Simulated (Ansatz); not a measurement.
# As (P-1) in Ansatz: notebook

Runs on As. Level: HSE06 form with a typed share of exact exchange. Tasks: single point.

Everything below comes from runs of Ansatz 0.2.0. Logs are shortened: lines on timing, memory, paths and dates and some standing lists are left out, and cuts for length are marked.

## (1) The cell of the first run

The typed cell holds 2 atoms: a = 3.824 Å, b = 3.824 Å, c = 3.824 Å, α = 60.00°, β = 60.00°, γ = 60.00°.

This isn't the form of As at room conditions, which is rhombohedral.

## (2) Single point, HSE06 form with a typed share of exact exchange (all atoms moved at random, sigma 0.1 Å a component)

input

```
crystal:
  lattice:
    - [-2.70368174, 0.0, -2.70368174]
    - [0.0, -2.70368174, -2.70368174]
    - [-2.70368174, -2.70368174, 0.0]
  atoms:
    - { symbol: As, position: [0.27635154, 0.22713992, 0.25689971] }
    - { symbol: As, position: [0.72364846, 0.77286008, 0.74310029] }
hamiltonian:
  xc: { exchange: pbe, correlation: pbe, exx: { coeff: 0.25, omega: 0.1 } }
  pseudopotentials: { kind: paw }
kpoints:
  mp_grid: { grid: [5, 5, 5] }
scf:
  occupations: { method: fermi_dirac, width: 0.05 }
output:
  forces: true
  stress: true
  eigenvalues: true
```

Potentials or basis: Ansatz PAW.

The log of the run:

```text
Warning: output.stress: scf.convergence.dr2_threshold = 1e-7 eV (the SCF's general default) is looser than the 2e-10 eV advised for a printed stress (1e-10 eV for each atom of the cell: 2). What an SCF threshold leaves in a stress goes as its square root, and in the free energy as the threshold itself, and one threshold admits the most on a small cell: of the crystals measured, under no hybrid functional and no lock of the moments, on runs that ended without the residual-converged pass, on stresses that held no estimate of that error, the worst erred by over 100 MPa in a component at 1e-7 eV an atom and by under 5 at 1e-10. Set scf.convergence.dr2_threshold to 2e-10 eV or tighter. The threshold is an SCF's pass mark: one that does not reach it within its budget of iterations ends unconverged, or closes short of it on a stop that the run arms, and scf.convergence.dr2_threshold's page says what that costs each kind of run
Warning: output.stress: scf.exx.energy_threshold = 1e-6 eV is looser than the 2e-8 eV advised for a stress under a hybrid functional (1e-8 eV for each atom of the cell: 2). Every SCF of the exchange loop can meet its threshold on dr2 while the loop round them stops early: no threshold on dr2 bounds what that leaves in the stress. Set scf.exx.energy_threshold to 2e-8 eV or tighter. The threshold is the loop's pass mark: a loop that does not reach it within its budget of cycles ends unconverged, and scf.exx.energy_threshold's page has the law
exact exchange: scf.exx.singularity resolves to wigner_seitz, which cuts the screened interaction at the faces of the exchange supercell's Wigner-Seitz cell, so that each pair interacts once, at the shortest of its separations (the periodic images that this leaves out come, for a point-like exchange hole, to about 0.016 eV on a filled level). The cut falls within the interaction's reach, and what an exchange supercell this small leaves in the energy, the band gaps and, where it is computed, the pressure is not bounded here. The exchange supercell (the smallest cell that an SCF of this deck is solved on times the 5×5×5 mesh of the exchange sum) has its nearest image at L = 19.12 Å, 1.91 times the interaction's range 1/ω = 10.00 Å. A denser mesh of the exchange sum (kpoints.mp_grid; where a k-mesh is refused, the cell repeated along its short axes), shrinks what is left. The k-mesh (kpoints.mp_grid) can leave an error of its own, as it does under a semilocal functional: two runs of this structure under PBE, one on that k-mesh and one on a denser one or on the cell repeated (per cell), show about how large it is in the energy; in a metal the hybrid's can be larger than they show. Converge the k-mesh under the hybrid itself. See scf.exx.q_mesh
GPUs: using 1 of 1 available (devices: 1).
Engine: ansatz 0.2.0, x86_64-unknown-linux-gnu
Pseudopotentials: kind: paw
Pseudopotential: As, paw, valence charge 15, recommended cutoff 420 eV (normal), As.paw.azcp
Functional definition: unnamed
  parameter a_1 = 0.25
  parameter omega_1 = 0.1/angstrom
  exchange = pbe_x + (-a_1)*pbe_x_sr(omega_1) + a_1*exact_x_sr(omega_1)
  correlation = pbe_c
device memory: the entry about to start is reckoned to put 1.0 GiB on a device that reports 65.7 GiB free (of which the cap on the GPU budget leaves the run 18.0 GiB)
GPU FFT provider: cuFFT
GPU libraries: cuBLAS 13.8.2, cuFFT 12.4.0, cuSOLVER 12.3.4
Crystal: 2 atoms, lattice volume = 39.527 Å³
Basis set: ecut = 420 eV, 749 PW (Γ), exchange–correlation on 54×54×54 points (8 copies of the dense FFT grid, shifted against one another)
Bands: 19, of which v1, the nominal top of the filled ones, is band 15 counted from 1 (14 counted from 0)
Symmetry: 2 space group operations
Space group: P-1 (ITA 2), of the structure as read, at distance tolerance 3.4e-5 Å
k-points: 63 of 125
Non-local potential: As, projectors of the file, l = 0: 2, l = 1: 2, l = 2: 3, l = 3: 1
PAW form: soft (Blöchl's): semilocal exchange-correlation on the pseudo side does not see the compensation charge
PAW frozen core: As, regenerated for the run's functional, and the local potential with it (the file was generated under x = pbe(κ = 0.804, μ = 0.2195149727645171), c = pbe(β = 0.06672455060314922))
PAW one-centre angular grid: As, 590 points (default); XC on 64 Gauss nodes
Initial density: superposition of atomic densities (neutral atoms: chi_scale 0, normalization atom), corrected by the library's trained network
Initial wavefunctions: pseudopotential atomic-orbital guess
GPU buffer pool allocated for 19683 grid points (all kernels)
GPU transforms: local potential and band sums: pruned to the plane-wave sphere, on 25×25×25
Functional: x = pbe(κ = 0.804, μ = 0.2195149727645171), c = pbe(β = 0.06672455060314922), warm-up for x = pbe(κ = 0.804, μ = 0.2195149727645171) + 0.25 (exact − pbe) at short range (hse, ω = 0.1 Å⁻¹), c = pbe(β = 0.06672455060314922)
SCF iter   1: F=—  HF=-9712.137046 eV  |F-HF|=—  |Δ(HF+E_count)|=         —  Δρ=2.09e-3  dr2=1.99e-3  ethr=1.77e-3  ⟨swp⟩=6.8  Hψ=4633  notcnv=0
preconditioner: auto → none  [insulator: Δε(μ)=0.170 eV  Ē_g=10.507 eV  σ=0.050 eV  W_gap=0.69  n_scr=14 (ndim 8)  ℏωp=18.7 eV  f_vac=0.001  D(μ)=0.28/eV (n_scr^D=0)]
SCF iter   2: F=—  HF=-9712.136852 eV  |F-HF|=—  |Δ(HF+E_count)|=   1.94e-4  Δρ=9.22e-4  dr2=2.19e-4  ethr=6.64e-6  ⟨swp⟩=3.0  Hψ=2575  notcnv=0
iter 3 solved again at ethr=5.69e-8 eV; its pass at ethr=7.31e-7 eV (dr2=1.71e-5 eV) is discarded
SCF iter   3: F=—  HF=-9712.136962 eV  |F-HF|=—  |Δ(HF+E_count)|=   1.09e-4  Δρ=2.81e-4  dr2=1.69e-5  ethr=5.69e-8  ⟨swp⟩=3.0  Hψ=5204  notcnv=0
SCF iter   4: F=—  HF=-9712.136975 eV  |F-HF|=—  |Δ(HF+E_count)|=   1.35e-5  Δρ=4.05e-5  dr2=5.29e-7  ethr=5.64e-8  ⟨swp⟩=3.0  Hψ=3052  notcnv=0
SCF iter   5: F=—  HF=-9712.136975 eV  |F-HF|=—  |Δ(HF+E_count)|=   1.03e-7  Δρ=1.61e-5  dr2=5.06e-8  ethr=1.76e-9  ⟨swp⟩=3.4  Hψ=3137  notcnv=0
SCF iter   6: F=—  HF=-9712.136975 eV  |F-HF|=—  |Δ(HF+E_count)|=   7.86e-8  Δρ=2.34e-6  dr2=1.00e-9  ethr=1.69e-10  ⟨swp⟩=3.0  Hψ=2469  notcnv=0
SCF iter   7: F=-9712.136975 eV  HF=-9712.136975 eV  |F-HF|=1.82e-12  |Δ(HF+E_count)|=   2.26e-9  Δρ=4.26e-7  dr2=4.49e-11  ethr=3.34e-12  ⟨swp⟩=4.0  Hψ=3423  notcnv=0
SCF 1 converged in 7 iterations: F = -9712.136975 eV  dr2 = 4.49e-11
device memory: the entry about to start is reckoned to put 1.5 GiB (of the 1.6 GiB reckoned in all, the device holds 0.1 GiB already) on a device that reports 62.0 GiB free (of which the cap on the GPU budget leaves the run 17.9 GiB)
GPU FFT provider: cuFFT
GPU libraries: cuBLAS 13.8.2, cuFFT 12.4.0, cuSOLVER 12.3.4
[... 25 lines left out ...]
SCF iter   2: F=—  HF=-9714.251798 eV  |F-HF|=—  |Δ(HF+E_count)|=   3.80e-6  Δρ=4.70e-5  dr2=3.35e-7  ethr=1.80e-9  ⟨swp⟩=4.0  Hψ=4293  notcnv=0
SCF iter   3: F=—  HF=-9714.251798 eV  |F-HF|=—  |Δ(HF+E_count)|=   1.64e-7  Δρ=2.78e-5  dr2=1.12e-7  ethr=1.02e-9  ⟨swp⟩=2.2  Hψ=2165  notcnv=0  defer=2
SCF iter   4: F=—  HF=-9714.251798 eV  |F-HF|=—  |Δ(HF+E_count)|=   1.34e-9  Δρ=1.51e-6  dr2=1.62e-9  ethr=3.58e-10  ⟨swp⟩=3.2  Hψ=2457  notcnv=0
SCF iter   5: F=-9714.251798 eV  HF=-9714.251798 eV  |F-HF|=2.29e-10  |Δ(HF+E_count)|=   1.22e-9  Δρ=9.89e-7  dr2=2.96e-10  ethr=3.44e-12  ⟨swp⟩=4.1  Hψ=4101  notcnv=0
SCF 3 converged in 5 iterations: F = -9714.251798 eV  dr2 = 2.96e-10
  Residual-converged pass: ⟨swp⟩=2.1  Hψ=2137  notcnv=0  max |occ|·‖R‖ = 2.7e-7 eV (tolerance 2.7e-7 eV)  dr2=2.96e-10  dr2_onsite=1.66e-10  max |Δocc| = 6.8e-14
hybrid outer 2: dexx = +1.746e-6 eV, tail = 5.76e-8 eV, Δε = 4.29e-3 eV (about 1.94e-4 eV left of the loop's levels), ΔF = 7.35e-3 eV/Å (tail 1.49e-3)
GPU FFT provider: cuFFT
GPU libraries: cuBLAS 13.8.2, cuFFT 12.4.0, cuSOLVER 12.3.4
GPU buffer pool allocated for 19683 grid points (all kernels)
GPU transforms: local potential and band sums: pruned to the plane-wave sphere, on 25×25×25
Exchange kernel: α = 0.2500, screened, ω = 0.1000 Å⁻¹, Wigner–Seitz truncation, v(0) = 3488.7003 eV·Å³, q-mesh 5×5×5, nearest image of the exchange supercell L = 19.12 Å, pair-density grid 15×15×15, without the augmentation charges, whose exchange is taken in its separable form by FFT convolution over the k-point mesh (sized by the pseudopotential files, 24×24×24 at the most), smooth part of the exact exchange by density-matrix convolution in up to 1.70 GiB of GPU memory as planned if the GPU has room (build and FFT work areas not counted)
Frozen-core exchange: fock
SCF iter   1: F=—  HF=-9714.251798 eV  |F-HF|=—  |Δ(HF+E_count)|=         —  Δρ=1.26e-6  dr2=3.96e-10  ethr=9.60e-10  ⟨swp⟩=3.9  Hψ=2549  notcnv=0
SCF iter   2: F=-9714.251798 eV  HF=-9714.251798 eV  |F-HF|=2.55e-11  |Δ(HF+E_count)|=  6.64e-10  Δρ=7.22e-7  dr2=9.47e-11  ethr=1.16e-12  ⟨swp⟩=4.0  Hψ=4047  notcnv=0
SCF 4 converged in 2 iterations: F = -9714.251798 eV  dr2 = 9.47e-11
  Residual-converged pass: ⟨swp⟩=2.0  Hψ=2084  notcnv=0  max |occ|·‖R‖ = 2.4e-7 eV (tolerance 2.7e-7 eV)  dr2=9.49e-11  dr2_onsite=7.88e-11  max |Δocc| = 3.2e-14
hybrid outer 3: dexx = +4.405e-10 eV, tail = 3.58e-10 eV, Δε = 6.58e-5 eV (about 1.32e-5 eV left of the loop's levels), ΔF = 1.06e-4 eV/Å (tail 6.79e-5)
hybrid SCF converged: 3 outer / 12 inner (+7 warm-up), last move |dexx| = 4.40e-10 eV, tail = 3.58e-10 eV
Stability not checked: this state was not tested for a lower state beside it, because the functional holds exact exchange (a hybrid, or Hartree-Fock), whose exchange loop this test does not read (fock_operator; see scf.lower_state_search)
Free energy (F): -9714.251798 eV
Frozen-core exchange: fock
Harris-Foulkes:  -9714.251798 eV  (|F-HF|=2.55e-11)
Internal energy: -9714.251020 eV  (E = F + TS)
E sigma→0 (E₀):  -9714.251409 eV
Entropy (-TS):   -0.000778 eV (-0.389 meV/atom)
Fermi energy:    11.670058 eV
--- Per-component energies (eV) ---
  E_band       = -523.787097
  E_kinetic    = 203.558777
  E_local      = -3107.459404  (includes V_loc(G=0)·N_el)
  E_nonlocal   = -1342.540064
  E_hartree    = 1754.086335
  E_xc         = -125.385330
  E_vxc        = -125.315121  (∫ρ·V_xc dr)
  E_exx        = -128.331565  (= α·E_x^exact, valence–valence)
  E_paw        = -3573.537514  (= ΣΔE_a)
  E_vpaw       = 596.459375  (= ΣTr[D̂ρ^β])
  E_aug_tail   = 0.000016  (compensation charges beyond the density's cutoff)
  E_ewald      = -3393.122014
  E_core_change = -1.520258  (= ΣΔE_core)
  E_smearing   = -0.000778  (= −TS)
  E_closure    = 0.000000  (closes the sum)
  Σ components = -9714.251798   (vs F -9714.251798, Δ=1.82e-12)
--- Forces (eV/Å), atoms counted from 1 ---
  atom   1  As    -0.78695799     0.68429928    -0.10515416
  atom   2  As     0.78695799    -0.68429928     0.10515416
  max |Σ_I F_I| component: 0.00e0 eV/Å
--- Stress (GPa, compression-positive) ---
        0.632222      -1.988504       0.258603
       -1.988504      -0.279767      -0.105275
        0.258603      -0.105275       1.786513
  P = ⅓ Tr σ = 0.7130 GPa (7.130 kbar)
--- Band table (eV; the first three rows and the last of 63) ---
  k-point 0: bands = ["-28.4853", "-28.4710", "-28.4261", "-28.4254", "-28.4098", "-28.3633", "-28.3593", "-28.3520", "-28.3249", "-28.3192", "-5.4219", "6.2248", "9.0326", "9.3040", "9.3594", "15.9258", "16.0114", "16.7077", "18.2295"]
  k-point 1: bands = ["-28.4726", "-28.4586", "-28.4202", "-28.4181", "-28.4045", "-28.3682", "-28.3658", "-28.3576", "-28.3378", "-28.3317", "-4.8111", "3.5377", "9.2431", "9.3679", "10.5641", "14.2891", "14.5882", "15.0348", "18.4760"]
  k-point 2: bands = ["-28.4430", "-28.4294", "-28.4056", "-28.3993", "-28.3963", "-28.3823", "-28.3771", "-28.3735", "-28.3676", "-28.3587", "-3.0079", "-0.0832", "9.5404", "9.7646", "11.3364", "12.1020", "12.6440", "13.0950", "21.4150"]
  k-point 62: bands = ["-28.4493", "-28.4269", "-28.4069", "-28.4058", "-28.3952", "-28.3775", "-28.3740", "-28.3719", "-28.3703", "-28.3538", "-2.0132", "-0.4879", "6.0297", "8.5874", "9.4425", "13.6438", "14.6185", "17.3448", "20.5813"]
```

It took 47 s on 1 × NVIDIA H100 80GB HBM3 with 2 threads of AMD EPYC 7R13 (Zen 3), shared host; peak memory 1.7 GiB.

What came out:

```yaml
Free_energy: -9714.2518 eV
Pressure: 0.7 GPa
Largest_force: 1.048 eV/Å
Band_gap_on_the_k_mesh: 0.31 eV, indirect (least direct gap 0.55 eV)
```

Forces in eV/Å, atoms in the order of the input:
```
As  -0.787  0.684 -0.105
As   0.787 -0.684  0.105
```

Stress tensor (GPa, compression positive):
```
 0.63 -1.99  0.26
-1.99 -0.28 -0.11
 0.26 -0.11  1.79
```

Levels at points of the mesh, in eV from the valence-band top:
| k point | band 12 | band 13 | band 14 | band 15 | band 16 | band 17 | band 18 | band 19 |
| --- | --- | --- | --- | --- | --- | --- | --- | --- |
| (0.00, 0.00, 0.00) | -5.29 | -2.48 | -2.21 | -2.15 | 4.41 | 4.50 | 5.19 | 6.72 |

Caveat: odd divisions of the mesh miss points on the zone boundary, where band edges often lie, so the gap on the mesh can be too wide; the PAW data sets come from PBE, with cores solved anew for the run's functional, which leaves a small shift of forces and pressure; forces of over 1 eV/Å show positions far from the minimum, so gaps and moduli don't describe the material at rest; the thresholds are loose for stress. A k mesh can miss the band edges.

## (3) Single point, HSE06 form with a typed share of exact exchange (all atoms moved at random, sigma 0.1 Å a component)

Edit input of step 2 so:

```diff
@@ -9,3 +9,6 @@
 hamiltonian:
-  xc: { exchange: pbe, correlation: pbe, exx: { coeff: 0.25, omega: 0.1 } }
+  xc:
+    exchange: pbe
+    correlation: pbe
+    exx: { coeff: 0.25, omega: 0.15 }
   pseudopotentials: { kind: paw }
```

Potentials or basis: Ansatz PAW.

It took 26 s on 1 × NVIDIA H100 80GB HBM3 with 2 threads of AMD EPYC 7R13 (Zen 3), shared host; peak memory 1.7 GiB.

It converged, with:

```
Free energy            : -9714.2606 eV
Pressure               : 0.9 GPa
Largest force          : 1.017 eV/Å
Band gap on the k mesh : 0.23 eV, indirect (least direct gap 0.46 eV)
```

Forces in eV/Å, atoms in the order of the input:
```
As  -0.767  0.660 -0.106
As   0.767 -0.660  0.106
```

Stress tensor (GPa, compression positive):
```
 0.78 -1.94  0.26
-1.94 -0.12 -0.09
 0.26 -0.09  1.95
```

Levels at points of the mesh, in eV from the valence-band top:
```
           k point  band 11  band 12  band 13  band 14  band 15  band 16  band 17  band 18  band 19
(0.00, 0.00, 0.00)   -16.87    -5.24    -2.43    -2.16    -2.11     4.29     4.38     5.07     6.60
```

Caveat: odd divisions of the mesh miss points on the zone boundary, where band edges often lie, so the gap on the mesh can be too wide; the PAW data sets come from PBE, with cores solved anew for the run's functional, which leaves a small shift of forces and pressure; forces of over 1 eV/Å show positions far from the minimum, so gaps and moduli don't describe the material at rest; the thresholds are loose for stress. A k mesh can miss the band edges.
